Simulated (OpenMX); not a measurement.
Here is an OpenMX 3.8.5 calculation.

The input KI.dat:

```
System.CurrrentDirectory             ./
System.Name                          KI
DATA.PATH                            ./DFT_DATA13
level.of.stdout                      1
level.of.fileout                     0
Species.Number                       2
<Definition.of.Atomic.Species
  I   I7.0-s3p2d2f1          I_PBE13
  K   K10.0-s3p2d1           K_PBE13
Definition.of.Atomic.Species>

Atoms.Number                         2
Atoms.SpeciesAndCoordinates.Unit     FRAC
<Atoms.SpeciesAndCoordinates
    1  I     0.5000000000    0.5000000000    0.5000000000   3.500  3.500
    2  K     0.0000000000    0.0000000000    0.0000000000   4.500  4.500
Atoms.SpeciesAndCoordinates>

Atoms.UnitVectors.Unit               Ang
<Atoms.UnitVectors
     4.2911966600    0.0000000000    0.0000000000
     0.0000000000    4.2911966600    0.0000000000
     0.0000000000    0.0000000000    4.2911966600
Atoms.UnitVectors>

scf.XcType                           GGA-PBE
scf.SpinPolarization                 off
scf.ElectronicTemperature            580.226
scf.energycutoff                     300.0
scf.maxIter                          100
scf.EigenvalueSolver                 band
scf.Kgrid                            7 7 7
scf.Mixing.Type                      rmm-diisk
scf.Init.Mixing.Weight               0.05
scf.Min.Mixing.Weight                0.001
scf.Max.Mixing.Weight                0.3
scf.Mixing.History                   25
scf.Mixing.StartPulay                8
scf.criterion                        1.0e-8
scf.stress.tensor                    on
MD.Type                              nomd
```

Potentials or basis: OpenMX 2013 PBE set, I7.0-s3p2d2f1, K10.0-s3p2d1, grid cutoff 300 Ry.

Run with:

```sh
$ openmx KI.dat -nt 1 > KI.std
```

Q: What does it give for the Mulliken charges?

A: I -0.27; K +0.27 e.

Q: What does it give for the band gap on the k mesh?

A: 3.62 eV, indirect (least direct gap 3.95 eV).

Q: Estimate the pressure.

A: 0.6 GPa.

Caveat: spin-orbit coupling is left out, which moves the levels of the heavy elements; an odd mesh through Γ misses points on the zone boundary, where band edges often lie; the basis of atomic orbitals isn't converged, which shifts pressures, moduli and gaps. As with any semilocal functional, this PBE gap is likely too small.
